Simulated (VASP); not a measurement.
A run of VASP 6.6.1:

File INCAR:

```
  PREC = Accurate
  ENCUT = 520
  EDIFF = 1E-7
  ISMEAR = 0
  SIGMA = 0.03
  LREAL = F
  LASPH = T
  NELM = 80
  ALGO = Fast
  ISIF = 2
  LWAVE = F
  LCHARG = F
  LMAXMIX = 4
  GGA = PE
  IVDW = 12
  NBANDS = 33
  ICORELEVEL = 1
  KPAR = 2
```

The input KPOINTS:

```
Automatic mesh
0
Gamma
  10 10 10
```

The input POSCAR:

```
TiO2                                    
1.0
   -1.8955938804      1.8955938804      4.7857044522
    1.8955938804     -1.8955938804      4.7857044522
    1.8955938804      1.8955938804     -4.7857044522
  Ti              O             
     2     4
Direct
     0.0000000000000000    0.0000000000000000    0.0000000000000000
     0.7500000000000000    0.2500000000000000    0.5000000000000000
     0.2082325319739184    0.2082325319739184    0.0000000000000000
     0.9582325319739186    0.4582325319739184    0.5000000000000000
     0.5417674680260814    0.0417674680260815    0.5000000000000000
     0.7917674680260814    0.7917674680260814    0.0000000000000000
```

Contents of KPOINTS_OPT:

```
explicit points
228
Reciprocal
 0.0000000000  0.0000000000  0.0000000000 1
-0.0263157895  0.0263157895  0.0000000000 1
-0.0526315789  0.0526315789  0.0000000000 1
-0.0789473684  0.0789473684  0.0000000000 1
-0.1052631579  0.1052631579  0.0000000000 1
-0.1315789474  0.1315789474  0.0000000000 1
[... 220 lines left out ...]
-0.0790928267  0.0790928267  0.5000000000 1
 0.5000000000  0.5000000000 -0.0790928267 1
```

Potentials or basis: VASP PAW PBE potentials, release 64 (Ti_sv, O).

Launch:

```sh
$ cat potpaw_PBE.64/Ti_sv/POTCAR potpaw_PBE.64/O/POTCAR > POTCAR
$ mpirun -np 2 vasp_std > vasp.out
```

Hardware: 2 MPI ranks on AMD EPYC 9R45 (Zen 5), with other jobs on the host.

Question: Estimate the wall time of this run.

Answer: It took 8.7 min on 2 MPI ranks on AMD EPYC 9R45 (Zen 5), with other jobs on the host, peak memory 0.44 GiB a rank. Counts: scf iterations 57, k points 102.
